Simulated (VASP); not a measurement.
Wanted: the native input for a VASP 6.6.1 run.

```yaml
Task: single point
Functional: PBE
Potentials_or_basis: VASP PAW PBE potentials, release 64 (Tl_d, Br)
Cutoff: 520 eV
k_mesh: 6 × 6 × 6
Occupations: fermi-dirac, width 0.01 eV
Spin: non-collinear spin, zero start, spin-orbit coupling
Starting_moments: "[[0.0, 0.0, 0.0], [0.0, 0.0, 0.0]] μB"
Dipole_correction: no
Further_INCAR_settings: ALGO = Normal; EDIFF = 1e-07; NBANDS = 32
```

The structure of TlBr lies in POSCAR:

```
TlBr
1.0
    3.9700000000      0.0000000000      0.0000000000
    0.0000000000      3.9700000000      0.0000000000
    0.0000000000      0.0000000000      3.9700000000
Tl Br
1 1
Direct
    0.0000000000      0.0000000000      0.0000000000
    0.5000000000      0.5000000000      0.5000000000
```

These files were run (other wordings do the same):

INCAR

```
SYSTEM = TlBr
PREC = Accurate
ENCUT = 520
EDIFF = 1E-7
ISMEAR = -1
SIGMA = 0.01
LREAL = .FALSE.
LASPH = .TRUE.
NELM = 150
ALGO = Normal
ISIF = 2
LWAVE = .FALSE.
LCHARG = .FALSE.
MAGMOM = 0 0 0 0 0 0
LORBIT = 11
LSORBIT = .TRUE.
GGA_COMPAT = .FALSE.
LORBMOM = .TRUE.
GGA = PE
NBANDS = 32
```

KPOINTS

```
regular mesh
0
G
  6 6 6
  0 0 0
```

Potentials or basis: VASP PAW PBE potentials, release 64 (Tl_d, Br).

Launch:

```sh
$ cat potpaw_PBE.64/Tl_d/POTCAR potpaw_PBE.64/Br/POTCAR > POTCAR
$ mpirun -np 1 vasp_ncl > vasp.out
```

Results of the run:

```yaml
Pressure: 1.3 GPa
Net_moment: 0.00 μB per cell
Valence_electrons_inside_the_program's_atomic_spheres: Tl 11.12; Br 4.85
```

It took 83 s on 1 thread of Intel(R) Xeon(R) Platinum 8488C (Sapphire Rapids), with other jobs on the host, peak memory 0.3 GiB.
